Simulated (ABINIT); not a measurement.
InP:

```xyz
2
Lattice="0.0000 2.9305 2.9305 2.9305 0.0000 2.9305 2.9305 2.9305 0.0000" Properties=species:S:1:pos:R:3 pbc="T T T"
In    0.0000    0.0000    0.0000
P     4.3957    4.3957    4.3957
```

Base run:

- Program: ABINIT 10.8.3 (patched build)
- Functional: PBE
- Potentials or basis: JTH PAW PBE v2.0
- Cutoff: 544 eV
- k mesh: 8 × 8 × 8
- Occupations: fermi-dirac, width 0.05 eV
- Spin: no spin polarisation

Its results: band gap on the k mesh 0.70 eV, direct.

Problem. The run is repeated on the same cell with these changes: functional from PBE to PBEsol. What comes out?

Solution. Band gap on the k mesh 0.60 eV, direct.

Caveats: spin-orbit coupling is left out, which moves the levels of the heavy elements.

A k mesh can miss the band edges.

Not every run made on this cell is shown here.
